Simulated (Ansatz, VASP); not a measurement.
# InP: VASP beside Ansatz

Wanted: the spread between two codes on one cell, functional and k mesh. The structure shown is the end of the Ansatz relaxation below.

Main program and level: Ansatz 0.2.0; plane waves, with VASP 6.6.1 beside it; single point at r2SCAN.

### Step 1. The starting structure

Symmetry: I-4m2, No. 119, tetragonal system. The conventional cell has a = 4.010 Å, b = 4.010 Å, c = 6.158 Å, α = 90.00°, β = 90.00°, γ = 90.00°. P has 4 In at 2.53 Å nearest. Nearest to In lie 4 P at 2.53 Å. Farther neighbours are not listed.

Coordinates:

```cif
data_structure
_symmetry_space_group_name_H-M 'P 1'
_symmetry_Int_Tables_number 1
_cell_length_a 4.1858
_cell_length_b 4.1858
_cell_length_c 4.0100
_cell_angle_alpha 61.379
_cell_angle_beta 61.379
_cell_angle_gamma 57.241
_cell_volume 49.51
loop_
_atom_site_label
_atom_site_type_symbol
_atom_site_fract_x
_atom_site_fract_y
_atom_site_fract_z
_atom_site_occupancy
P1 P 0.75000 0.75000 0.75000 1
In2 In 0.00000 0.00000 0.00000 1
```

### Step 2. Ansatz: relaxation, r2SCAN

Ansatz runs on its PAW soft_1 files.

This run makes the geometry at which the two programs are then compared.

input.yaml

```yaml
crystal:
  lattice:
    - [0.0, 2.8355234703, 3.048424552]
    - [2.8355234703, 0.0, 3.048424552]
    - [2.8355234703, 2.8355234703, 0.0]
  atoms:
    - { symbol: P, position: [0.75, 0.75, 0.75] }
    - { symbol: In, position: [0.0, 0.0, 0.0] }
  conventional_axes: [[-1, 1, 1], [1, -1, 1], [1, 1, -1]]
kpoints:
  mp_grid: { grid: [12, 12, 12] }
hamiltonian:
  xc: r2scan
  pseudopotentials: { kind: paw, azcp: { folder: soft_1 } }
scf:
  occupations: { method: gaussian, width: 0.02 }
output:
  forces: true
  stress: true
  eigenvalues: true
relax:
  adjacent_minimum: "off"
  f_tol: 0.001
  max_steps: 60
  cell: { stress_tol: 0.01, fix: [a, b, gamma] }
```

Run with:

```
$ ansatz run input.yaml --threads 4 --pin off --max-ram 10240MiB --backend cpu --events-out ev --progress --plain --runs-dir out
```

Numbers of over 12 decimals in the logs are rounded to 6 here.

The log of the run:

```text
Engine: ansatz 0.2.0, aarch64-unknown-linux-gnu
Pseudopotentials: kind: paw
Pseudopotential: P, paw, valence charge 5, recommended cutoff 500 eV (meta_gga), soft_1/P.paw.azcp
Pseudopotential: In, paw, valence charge 13, recommended cutoff 500 eV (meta_gga), soft_1/In.paw.azcp
Functional definition: r2SCAN
  parameter k0 = 0.174
  parameter k1 = 0.065
  parameter a1 = 4.9479
  exchange = r2scan_x(k0 = k0, k1 = k1, a1 = a1)
  correlation = r2scan_c
Crystal: 2 atoms, lattice volume = 49.020 Å³
Basis set: ecut = 500 eV, 1275 PW (Γ), exchange–correlation on 128×128×120 points (64 copies of the dense FFT grid, shifted against one another)
Bands: 13, of which v1, the nominal top of the filled ones, is band 9 counted from 1 (8 counted from 0)
Symmetry: 8 space group operations
Space group: I-4m2 (ITA 119), of the structure as read, at distance tolerance 3.7e-5 Å
k-points: 163 of 1728 (time reversal used)
Non-local potential: P, projectors of the file, l = 0: 2, l = 1: 2, l = 2: 1
Non-local potential: In, projectors of the file, l = 0: 2, l = 1: 2, l = 2: 2, l = 3: 1
PAW form: soft (Blöchl's): semilocal exchange-correlation on the pseudo side does not see the compensation charge
PAW frozen core: P, regenerated for the run's functional (the file was generated under x = pbe(κ = 0.804, μ = 0.219515), c = pbe(β = 0.066725))
PAW frozen core: In, regenerated for the run's functional (the file was generated under x = pbe(κ = 0.804, μ = 0.219515), c = pbe(β = 0.066725))
PAW one-centre angular grid: P, 302 points (default); XC on 160 Gauss nodes
PAW one-centre angular grid: In, 590 points (default); XC on 160 Gauss nodes
Initial density: superposition of atomic densities (chi_scale 0.1, normalization cell, long waves kept (reshape's long-wave potential 0.00 eV rms))
Initial wavefunctions: pseudopotential atomic-orbital guess
Functional: x = r2scan, c = r2scan; τ floored in thin density (d = 2e-4 eV/Å³)
SCF iter   1: F=—  HF=-6371.840673 eV  |F-HF|=—  |Δ(HF+E_count)|=         —  Δρ=3.68e-2  dr2=8.31e-1  dr2_τ=2.62e-2  ethr=3.10e-3  ⟨swp⟩=6.6  Hψ=15066  notcnv=0
preconditioner: auto → none  [insulator: Δε(μ)=1.272 eV  Ē_g=15.426 eV  σ=0.020 eV  W_gap=1.00  n_scr=14 (ndim 8)  ℏωp=22.5 eV  f_vac=0.000  D(μ)=0.00/eV (n_scr^D=0)  ε∞_Penn≈3.1]
SCF iter   2: F=—  HF=-6371.730555 eV  |F-HF|=—  |Δ(HF+E_count)|=   1.10e-1  Δρ=1.69e-2  dr2=8.48e-2  dr2_τ=1.89e-3  ethr=3.10e-3  ⟨swp⟩=3.1  Hψ=4889  notcnv=0
SCF iter   3: F=—  HF=-6371.746509 eV  |F-HF|=—  |Δ(HF+E_count)|=   1.60e-2  Δρ=5.97e-3  dr2=1.27e-2  dr2_τ=4.81e-4  ethr=4.71e-4  ⟨swp⟩=3.0  Hψ=3728  notcnv=0
SCF iter   4: F=—  HF=-6371.747928 eV  |F-HF|=—  |Δ(HF+E_count)|=   1.42e-3  Δρ=9.36e-4  dr2=3.58e-4  dr2_τ=1.10e-5  ethr=7.08e-5  ⟨swp⟩=3.3  Hψ=4293  notcnv=0
SCF iter   5: F=—  HF=-6371.747826 eV  |F-HF|=—  |Δ(HF+E_count)|=   1.03e-4  Δρ=1.73e-4  dr2=5.95e-6  dr2_τ=3.78e-7  ethr=1.99e-6  ⟨swp⟩=2.0  Hψ=3648  notcnv=0
SCF iter   6: F=—  HF=-6371.747825 eV  |F-HF|=—  |Δ(HF+E_count)|=   2.33e-7  Δρ=2.39e-5  dr2=3.83e-7  dr2_τ=4.84e-9  ethr=3.30e-8  ⟨swp⟩=3.0  Hψ=3592  notcnv=0
SCF iter   7: F=-6371.747825 eV  HF=-6371.747825 eV  |F-HF|=2.36e-9  |Δ(HF+E_count)|=   5.00e-8  Δρ=3.68e-6  dr2=6.87e-9  dr2_τ=9.44e-11  ethr=5.56e-10  ⟨swp⟩=6.9  Hψ=11213  notcnv=0
SCF 1 converged in 7 iterations: F = -6371.747825 eV  dr2 = 6.87e-9
  greatest PAW one-centre occupation: 0.980 electrons in one spin orbital (limit 2), on the In atom at site 1 (counted from 0), in its partial waves of l = 2
relax step   1: F+E_penalty+E_count = -6371.74782541 eV  Δ(F+E_penalty+E_count) = +0.000e0 eV  max|allowed force component| = 1.110e-16 eV/Å  Δτ_max = 0.0000 Å  P = +3.687 GPa  Ω = 49.020 Å³  fix = [a, b, gamma]  reactions: a +4.892, b +4.892 GPa  (7 SCF iters, dr2 threshold 1.00e-7 eV, accepted)
[...]
relax step   2: F+E_penalty+E_count = -6371.74972086 eV  Δ(F+E_penalty+E_count) = -1.895e-3 eV  max|allowed force component| = 5.551e-17 eV/Å  Δτ_max = 0.0000 Å  P = +2.723 GPa  Ω = 49.568 Å³  energy of the carried Pulay correction = -2.913e-5 eV  fix = [a, b, gamma]  reactions: a +4.157, b +4.157 GPa  (5 SCF iters, dr2 threshold 2.00e-7 eV, accepted)
[...]
relax step   3: F+E_penalty+E_count = -6371.74974897 eV  Δ(F+E_penalty+E_count) = -2.811e-5 eV  max|allowed force component| = 1.665e-16 eV/Å  Δτ_max = 0.0000 Å  P = +2.819 GPa  Ω = 49.512 Å³  energy of the carried Pulay correction = -2.619e-5 eV  fix = [a, b, gamma]  reactions: a +4.229, b +4.229 GPa  (4 SCF iters, dr2 threshold 5.20e-8 eV, accepted)
[...]
relax step   4: F+E_penalty+E_count = -6371.74977596 eV  Δ(F+E_penalty+E_count) = -2.698e-5 eV  max|allowed force component| = 1.596e-16 eV/Å  Δτ_max = 0.0000 Å  P = +2.819 GPa  Ω = 49.512 Å³  fix = [a, b, gamma]  reactions: a +4.229, b +4.229 GPa  stress off target by 3.84e-4 GPa on what of the cell is left free  SCF on the basis re-selected at this cell (its energy is not comparable with the rows above)  (7 SCF iters)
basis re-selected at this cell: Δ(F+E_penalty+E_count) = -2.698e-5 eV, ΔP = +0.000 GPa vs the last step (what re-selecting the basis moved, of the pressure what is left beyond the Pulay correction that the steps carried, after the strain that the cell walked since its last selection, with what the two solves' SCF thresholds leave and, on support functions, any second-order correction that the steps lacked; it is no m [...]
SCF converged after 7 iterations
Free energy (F): -6371.749776 eV
Harris-Foulkes:  -6371.749776 eV  (|F-HF|=1.82e-12)
Internal energy: -6371.749776 eV  (E = F + TS)
E sigma→0 (E₀):  -6371.749776 eV
Fermi energy:    7.749648 eV
--- Per-component energies (eV) ---
  E_band       = -57.773926
  E_kinetic    = 288.126162
  E_local      = -1320.641737  (includes V_loc(G=0)·N_el)
  E_nonlocal   = 359.300312
  E_hartree    = 531.353417
  E_xc         = -199.729791
  E_vxc        = -159.976767  (∫ρ·V_xc dr)
  E_paw        = -4802.781525  (= ΣΔE_a)
  E_vpaw       = -296.665171  (= ΣTr[D̂ρ^β])
  E_aug_tail   = -0.000083  (compensation charges beyond the density's cutoff)
  E_vtau       = 9.376525  (kinetic-family band-sum trace: ∫τ·v_τ [+ j·A + Jᵃ·Aᵃ] dr)
  E_ewald      = -1228.251238
  E_core_change = 0.874707  (= ΣΔE_core)
  E_smearing   = -0.000000  (= −TS)
  E_closure    = -0.000000  (closes the sum)
  Σ components = -6371.749776   (vs F -6371.749776, Δ=0.00e0)
--- Forces (eV/Å), atoms counted from 1 ---
  atom   1  P     -0.00000000     0.00000000     0.00000000
  atom   2  In     0.00000000    -0.00000000    -0.00000000
  max |Σ_I F_I| component: 2.78e-17 eV/Å
--- Stress (GPa, compression-positive) ---
        4.229037       0.000000      -0.000000
        0.000000       4.229037      -0.000000
       -0.000000      -0.000000      -0.000384
  P = ⅓ Tr σ = 2.8192 GPa (28.192 kbar)
--- Band table (eV; the first three rows and the last of 163) ---
  k-point 0: bands = [... 5 lower, -5.0335, 6.7468, 7.2176, 7.2176, 8.2815, 11.4851, 11.4851, 11.6248]
  k-point 1: bands = [... 5 lower, -4.9470, 6.1592, 6.8499, 7.1378, 8.8697, 11.4504, 11.6334, 11.8154]
  k-point 2: bands = [... 5 lower, -4.6954, 4.8708, 6.5559, 6.9424, 9.2912, 11.6714, 11.9940, 12.2659]
  k-point 162: bands = [... 5 lower, -2.7001, 0.7661, 4.9469, 4.9469, 9.4076, 10.1351, 16.4527, 17.5100]
--- Relaxed structure (3 steps of the walk, 3 accepted, 1 SCFs on fresh bases) ---
  F+E_penalty+E_count = -6371.74977596 eV   max|allowed force component| = 1.596e-16 eV/Å   (the final SCF, on the basis selected at the relaxed cell)
  cell:  # Å, volume = 49.5123 Å³
    - [0, 2.8355234703, 3.079046]
    - [2.8355234703, 0, 3.079046]
    - [2.8355234703, 2.8355234703, 0]
  atoms:
    - { symbol: P, position: [0.75, 0.75, 0.75] }
    - { symbol: In, position: [0, 0, 0] }
```

Reading the cycles: dr2 is the Hartree energy of the density residual (eV), the measure of convergence; HF is the Harris–Foulkes estimate of the energy, which meets the free energy F at convergence.

### Step 3. VASP: single point, r2SCAN, pair 1

The same cell, functional, mesh and smearing now go to VASP, with its own data sets.

Lines of VASP's logs that name or quote its potential files are left out, and so is its time.

INCAR

```
SYSTEM = InP
PREC = Accurate
ENCUT = 550
EDIFF = 1E-06
NELM = 120
ISMEAR = 0
SIGMA = 0.02
LREAL = .FALSE.
ALGO = Normal
METAGGA = R2SCAN
LASPH = .TRUE.
NBANDS = 15
LORBIT = 11
LWAVE = .FALSE.
LCHARG = .FALSE.
ISIF = 2
GGA_COMPAT = .FALSE.
EFERMI = MIDGAP
LMIXTAU = .TRUE.
KPAR = 2
```

POSCAR

```
InP
1.0
    0.0000000000      2.8355234703      3.0790462217
    2.8355234703      0.0000000000      3.0790462217
    2.8355234703      2.8355234703      0.0000000000
P In
1 1
Direct
    0.7500000000      0.7500000000      0.7500000000
    0.0000000000      0.0000000000      0.0000000000
```

KPOINTS

```
Automatic mesh
0
Gamma
12 12 12
0 0 0
```

The projector-augmented-wave data sets are P and In_d (PBE family, release 64).

Run with:

```
$ mpirun -np 2 vasp_std
```

The log of the run:

```text
[banner, memory and clock lines left out]
running    2 mpi-ranks, on    1 nodes
 distrk:  each k-point on    1 cores,    2 groups
 distr:  one band on    1 cores,    1 groups

 POSCAR found type information on POSCAR P In
 POSCAR found :  2 types and       2 ions
|                                                                             |
|               ----> ADVICE to this user running VASP <----                  |
|                                                                             |
|     You enforced a specific xc type in the INCAR file but a different       |
|     [... a line on the potential file left out ...]
|     I HOPE YOU KNOW WHAT YOU ARE DOING!                                     |
|                                                                             |

 LDA part: xc-table for (None), standard interpolation
 POSCAR, INCAR and KPOINTS ok, starting setup
 FFT: planning ... GRIDC
 FFT: planning ... GRID_SOFT
 FFT: planning ... GRID
 WAVECAR not read
 entering main loop
       N       E                     dE             d eps       ncg     rms          rms(c)
DAV:   1     0.904799070380E+02    0.90480E+02   -0.89756E+03  4890   0.143E+03
DAV:   2    -0.277265883125E+02   -0.11821E+03   -0.11353E+03  5254   0.321E+02
DAV:   3    -0.356307049770E+02   -0.79041E+01   -0.78479E+01  6402   0.835E+01
DAV:   4    -0.358451558534E+02   -0.21445E+00   -0.21437E+00  6285   0.144E+01
DAV:   5    -0.358557823950E+02   -0.10627E-01   -0.10626E-01  7389   0.272E+00    0.768E+00
DAV:   6    -0.322387636334E+02    0.36170E+01   -0.20947E+00  6136   0.344E+01    0.408E+00
DAV:   7    -0.322707553018E+02   -0.31992E-01   -0.65198E-01  5807   0.112E+01    0.252E+00
DAV:   8    -0.321839429630E+02    0.86812E-01   -0.30903E-01  4925   0.696E+00    0.141E+00
DAV:   9    -0.322101658842E+02   -0.26223E-01   -0.32542E-01  4904   0.585E+00    0.604E-01
DAV:  10    -0.321544167495E+02    0.55749E-01   -0.74507E-02  4890   0.283E+00    0.196E-01
DAV:  11    -0.322474345955E+02   -0.93018E-01   -0.50163E-02  4890   0.208E+00    0.113E-01
DAV:  12    -0.322457405801E+02    0.16940E-02   -0.22363E-03  6983   0.537E-01    0.769E-02
DAV:  13    -0.322476020850E+02   -0.18615E-02   -0.16160E-03  5114   0.405E-01    0.785E-02
DAV:  14    -0.322474323159E+02    0.16977E-03   -0.10696E-04  6710   0.129E-01    0.473E-02
DAV:  15    -0.322475773231E+02   -0.14501E-03   -0.13822E-04  4995   0.127E-01    0.172E-02
DAV:  16    -0.322476183468E+02   -0.41024E-04   -0.21741E-05  5100   0.474E-02    0.997E-03
DAV:  17    -0.322476176010E+02    0.74587E-06   -0.27185E-06  5961   0.149E-02
   1 F= -.32247618E+02 E0= -.32247618E+02  d E =0.000000E+00
```

From OUTCAR (step 3):

```text
ion  position               nearest neighbor table
   1  0.750  0.750  0.750-   2 2.53   2 2.53   2 2.53   2 2.53
   2  0.000  0.000  0.000-   1 2.53   1 2.53   1 2.53   1 2.53

  LATTYP: Found a body centered tetragonal cell.
 ALAT       =     4.0100357481
 C/A-ratio  =     1.5356702110

 Subroutine GETGRP returns: Found  8 space group operations
 (whereof  8 operations were pure point group operations)

The static configuration has the point symmetry D_2d.

 Found    163 irreducible k-points:

   k-points           NKPTS =    163   k-points in BZ     NKDIM =    163   number of bands    NBANDS=     15

   dimension x,y,z NGX =    32 NGY =   32 NGZ =   32
   dimension x,y,z NGXF=    64 NGYF=   64 NGZF=   64

   ENCUT  =  550.0 eV  40.42 Ry    6.36 a.u.   8.00  8.00  7.67*2*pi/ulx,y,z

   NELECT =      18.0000    total number of electrons

 k-points in reciprocal lattice and weights: Automatic mesh
   0.00000000  0.00000000  0.00000000       0.001
   0.08333333 -0.00000000  0.00000000       0.005
   0.16666667 -0.00000000  0.00000000       0.005
   0.25000000 -0.00000000  0.00000000       0.005
   0.33333333  0.00000000  0.00000000       0.005
   0.41666667  0.00000000  0.00000000       0.005
   0.50000000 -0.00000000  0.00000000       0.002
   0.08333333  0.08333333  0.00000000       0.001
   0.16666667  0.08333333  0.00000000       0.005
[...]
-0.33333333  0.16666667  0.50000000       0.002
  -0.25000000  0.25000000  0.50000000       0.001

 average (electrostatic) potential at core
       1 -85.5591       2-101.0680

 E-fermi :   5.8842

 k-point     1 :       0.0000    0.0000    0.0000
  band No.  band energies     occupation
    ...
      5      -9.3112      2.00000
      6      -6.9043      2.00000
      7       4.8754      2.00000
      8       5.3481      2.00000
      9       5.3481      2.00000
     10       6.4203      0.00000
     11       9.6295      0.00000
     12       9.6295      0.00000
     13       9.7731      0.00000
     14      14.0682      0.00000
    ...

 k-point     2 :       0.0833   -0.0000    0.0000
  band No.  band energies     occupation
    ...
      5      -9.3102      2.00000
      6      -6.8175      2.00000
      7       4.2900      2.00000
      8       4.9799      2.00000
      9       5.2684      2.00000
     10       7.0079      0.00000
     11       9.5933      0.00000
     12       9.7782      0.00000
     13       9.9629      0.00000
     14      13.9502      0.00000
    ...

 k-point     3 :       0.1667   -0.0000    0.0000
  band No.  band energies     occupation
    ...
      5      -9.3069      2.00000
      6      -6.5651      2.00000
      7       3.0023      2.00000
      8       4.6856      2.00000
      9       5.0730      2.00000
     10       7.4308      0.00000
     11       9.8129      0.00000
     12      10.1397      0.00000
     13      10.4111      0.00000
     14      13.7349      0.00000
    ...

  Total        1.2780765      1.2780765     -0.0412797      0.0000000      0.0000000      0.0000000
  in kB       41.3575433     41.3575433     -1.3357768      0.0000000      0.0000000      0.0000000
  external PRESSURE =      27.1264366 kB  Pullay stress =       0.0000000 kB

  energy-cutoff  :      550.00
  volume of cell :       49.51
      direct lattice vectors                 reciprocal lattice vectors
     0.000000000  2.835523470  3.079046222    -0.176334284  0.176334284  0.162387949
     2.835523470  0.000000000  3.079046222     0.176334284 -0.176334284  0.162387949
     2.835523470  2.835523470  0.000000000     0.176334284  0.176334284 -0.162387949

 POSITION                                       TOTAL-FORCE (eV/Angst)
 -----------------------------------------------------------------------------------
      4.25329      4.25329      4.61857         0.000000      0.000000      0.000000
      0.00000      0.00000      0.00000        -0.000000     -0.000000      0.000000
 -----------------------------------------------------------------------------------
    total drift:                                0.000000      0.000000     -0.000000

  FREE ENERGIE OF THE ION-ELECTRON SYSTEM (eV)
  ---------------------------------------------------
  free  energy   TOTEN  =       -32.2476176010 eV

  energy  without entropy=      -32.2476176010  energy(sigma->0) =      -32.24761760

 total charge
# of ion       s       p       d       tot
------------------------------------------
    1        1.017   1.526   0.000   2.543
    2        0.819   0.816   9.906  11.542
--------------------------------------------------
tot          1.836   2.342   9.906  14.085

[... 3 further parts left out ...]
```

The run ends at a pressure of 2.71 GPa.

### Step 4. Side by side

Known differences besides the potentials themselves: VASP keeps PBE cores, Ansatz makes them for the functional; the cutoff is 500 eV in Ansatz and 550 eV in VASP; Ansatz's pressure holds a Pulay correction, VASP's none. Total energies have different zeros and are not compared.

The two programs side by side:

| quantity | Ansatz | VASP | difference |
| --- | --- | --- | --- |
| pressure (GPa) | 2.82 | 2.71 | +0.11 |
| gap on the k mesh (eV) | 1.064 | 1.072 | -0.008 |

A gap on the mesh is an upper bound, since the band edges may lie between its points.

### Step 5. Ansatz: relaxation, r2SCAN

This run makes the geometry at which the two programs are then compared. The cell compared in this pair holds 50.05 Å³, against 49.51 Å³ for the pair before.

The structure compared here is the end of the Ansatz relaxation.

Changes to input.yaml since step 2:

```diff
@@ -2,5 +2,5 @@
   lattice:
-    - [0.0, 2.8355234703, 3.048424552]
-    - [2.8355234703, 0.0, 3.048424552]
-    - [2.8355234703, 2.8355234703, 0.0]
+    - [0.0, 2.8650601731, 3.017398572]
+    - [2.8650601731, 0.0, 3.017398572]
+    - [2.8650601731, 2.8650601731, 0.0]
   atoms:
```

Run with:

```
$ ansatz run input.yaml --threads 4 --pin off --max-ram 10240MiB --backend cpu --events-out ev --progress --plain --runs-dir out
```

The log of the run:

```text
[...]
Crystal: 2 atoms, lattice volume = 49.537 Å³
Basis set: ecut = 500 eV, 1267 PW (Γ), exchange–correlation on 128×128×120 points (64 copies of the dense FFT grid, shifted against one another)
Bands: 13, of which v1, the nominal top of the filled ones, is band 9 counted from 1 (8 counted from 0)
Symmetry: 8 space group operations
[...]
k-point 162: bands = [... 5 lower, -2.7599, 0.7622, 4.7515, 4.7515, 9.1858, 9.8614, 16.3990, 17.2872]
--- Relaxed structure (3 steps of the walk, 3 accepted, 1 SCFs on fresh bases) ---
[...]
cell:  # Å, volume = 50.0464 Å³
    - [0, 2.8650601731, 3.048425]
    - [2.8650601731, 0, 3.048425]
    - [2.8650601731, 2.8650601731, 0]
  atoms:
    - { symbol: P, position: [0.75, 0.75, 0.75] }
    - { symbol: In, position: [0, 0, 0] }
[key lines of the parts left out:]
SCF converged after 7 iterations
Free energy (F): -6371.773250 eV
Fermi energy:    7.567466 eV
P = ⅓ Tr σ = 2.0488 GPa (20.488 kbar)
```

(Part 1 of 2 ends here.)

[Lines on the potential files, build, host, timing and source positions are cut from VASP's logs without a mark.]

[Logs are printed without paths, hosts, clocks, repeated set-up lines and the standing remarks that a program may print on its own settings, such as how far it seeks lower states.]

[Hosts, paths, dates, database ids (printed as entryN), source tags and the programs' standing remarks are cut or masked in the printed files.]
